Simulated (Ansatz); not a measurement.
# Gd: computed DOS

Space group Im-3m (No. 229). a = 4.050 Å, b = 4.050 Å, c = 4.050 Å, α = 90.00°, β = 90.00°, γ = 90.00°
```json
{"atom": "Gd", "site": "2a", "symmetry": "m-3m", "x": "0.0000", "y": "0.0000", "z": "0.0000"}
```

The runs use the primitive cell with vectors (-2.025, 2.025, 2.025), (2.025, -2.025, 2.025), (2.025, 2.025, -2.025) Å, to which the k mesh refers.

The cell is COD entry 1522526, as deposited and not checked against the literature; nothing was relaxed.

Where the f shell is localised, expect the real compound to differ from this run without U.

The magnetic state is the one reached from the start moments; no search over orders was made, so it needn't be the ground state.

No spin–orbit coupling, which matters for the heavy atoms here.

Method: DFT, PBE, all-electron LAPW, scalar-relativistic in Ansatz 0.2.0.

Settings: a Γ-centred 14×14×14 k mesh, Fermi–Dirac smearing of 0.08 eV, basis error target 0.5 meV/atom, spin-polarised from start moments Gd 7 μB, ending with a cell moment of 7.61 μB.

States per eV and cell, averaged over 0.6 eV, from -5.2 to 1.2 eV, with energies (bin centres) from the Fermi level; empty bins are left out. The partial columns, the largest 4 alone, are projections on Löwdin-orthogonalised atomic shells (those that the program's projection atoms carry: the occupied ones and, for some elements, an empty d or f shell; other empty shells have no column), summed over atoms of an element and both spins. Weights on diffuse s and p shells depend on that basis and aren't pure angular character.

```tsv
E (eV)	spin-up	spin-down	Gd 4f	Gd 5d	Gd 6s	Gd 5p
-5.0	1.97	0.00	1.96	0.00	0.01	0.00
-4.4	9.76	0.00	9.69	0.02	0.05	0.00
-3.8	0.09	0.03	0.00	0.01	0.10	0.00
-3.2	0.13	0.06	0.00	0.03	0.16	0.01
-2.6	0.27	0.10	0.00	0.13	0.22	0.01
-2.0	0.47	0.17	0.00	0.36	0.25	0.01
-1.4	0.65	0.41	0.01	0.78	0.23	0.02
-0.8	0.29	0.72	0.03	0.81	0.13	0.02
-0.2	1.28	0.56	0.14	1.58	0.06	0.02
0.4	1.11	10.68	9.91	1.56	0.13	0.02
1.0	0.49	2.04	1.21	1.21	0.03	0.02
```

Question: Which of the resolved shells contributes most within 0.3 eV of the Fermi level?

Answer: Gd 5d, with 68 % of all states there; Gd 4f follows with 25 %.

Question: Where is the centre of the filled Gd 4f states between -14 eV and the top of the filled states?

Answer: -4.57 eV from the Fermi level.
